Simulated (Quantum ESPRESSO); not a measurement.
## MgSi: band structure with LDA

Crystal: MgSi.

```
Si Mg
1.0
     2.90839    0.00000    0.00000
     0.00000    2.90839    0.00000
     0.00000    0.00000    4.10343
Si Mg
1 1
Cartesian
  1.4542 1.4542 2.0517
  0.0000 0.0000 0.0000
```

The cell comes from a database or a generator and needn't be the stable form of this composition.

| Item | Value |
| --- | --- |
| Program | Quantum ESPRESSO 7.5 |
| Task | band structure |
| Functional | LDA |
| Potentials or basis | GBRV 1.5 LDA |
| Cutoff | 612 eV |
| Density cutoff | 4898 eV |
| k mesh | 9 × 9 × 7 |
| Occupations | fermi-dirac, width 0.05 eV |
| Spin | no spin polarisation |
| Form of the LDA correlation | PZ81 |
| Mixing beta | 0.5 |
| Most SCF iterations | 120 |
| SCF threshold | 4e-10 Ry |

| Property | Result |
| --- | --- |
| Pressure | -3.3 GPa |
| Band gap on the k mesh | none (metal or under the smearing width) |

Stress tensor (GPa, compression positive):
```
-1.18  0.00  0.00
 0.00 -1.18  0.00
 0.00  0.00 -7.53
```

Levels at the corners of the path, in eV from the Fermi level:
| point | band 5 | band 6 | band 7 | band 8 | band 9 | band 10 |
| --- | --- | --- | --- | --- | --- | --- |
| Γ | -11.10 | -2.68 | -0.90 | 4.43 | 4.43 | 5.60 |
| X | -7.76 | -5.72 | 0.01 | 2.60 | 3.02 | 4.14 |
| M | -4.30 | -2.92 | -2.92 | 0.53 | 2.84 | 5.71 |
| Γ | -11.10 | -2.68 | -0.90 | 4.43 | 4.43 | 5.60 |
| Z | -10.07 | -6.98 | 4.91 | 4.91 | 6.96 | 7.61 |
| R | -6.90 | -4.72 | -3.65 | -1.50 | 7.13 | 9.83 |
| A | -3.33 | -2.15 | -2.15 | -0.47 | 1.32 | 1.32 |
| Z | -10.07 | -6.98 | 4.91 | 4.91 | 6.96 | 7.61 |
| X | -7.76 | -5.72 | 0.01 | 2.60 | 3.02 | 4.14 |
| R | -6.90 | -4.72 | -3.65 | -1.50 | 7.13 | 9.83 |
| M | -4.30 | -2.92 | -2.92 | 0.53 | 2.84 | 5.71 |
| A | -3.33 | -2.15 | -2.15 | -0.47 | 1.32 | 1.32 |

Run time: 14 s on 2 MPI ranks on Arm Neoverse V2, on a shared host, peak memory 0.2 GiB a rank.
